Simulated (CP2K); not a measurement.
Crystal: NaCl.

```xyz
2
Lattice="3.5022 0.0000 0.0000 0.0000 3.5022 0.0000 0.0000 0.0000 3.5022" Properties=species:S:1:pos:R:3 pbc="T T T"
Cl    1.7511    1.7511    1.7511
Na    0.0000    0.0000    0.0000
```

Measurements of this composition are mostly on another form, of space group No. 225.

Base run:

```yaml
Program: CP2K 2026.2
Functional: SCAN
Potentials_or_basis: POTENTIAL_UZH Cl GTH-PBE-q7, Na GTH-PBE-q9; TZVP-MOLOPT-PBE-GTH basis
Density_cutoff: 19048 eV
k_mesh: 8 × 8 × 8
Occupations: fermi-dirac, width 0.05 eV
Spin: no spin polarisation
```

Its results: band gap on the k mesh 4.64 eV, indirect (least direct gap 5.15 eV); pressure -1.4 GPa.

**Question.** After a change of settings the same cell gave: band gap on the k mesh 4.62 eV, indirect (least direct gap 5.08 eV); pressure 3.0 GPa. Which change was it?
A. functional from SCAN to LDA
B. functional from SCAN to AM05
C. functional from SCAN to OLYP
D. functional from SCAN to BEEF-vdW

**Answer.** C.

Caveats: the potentials were made for another functional, which shifts forces and pressure; the basis of atomic orbitals isn't converged, which shifts pressures, moduli and gaps.

Runs at the PBE level aren't shown here.
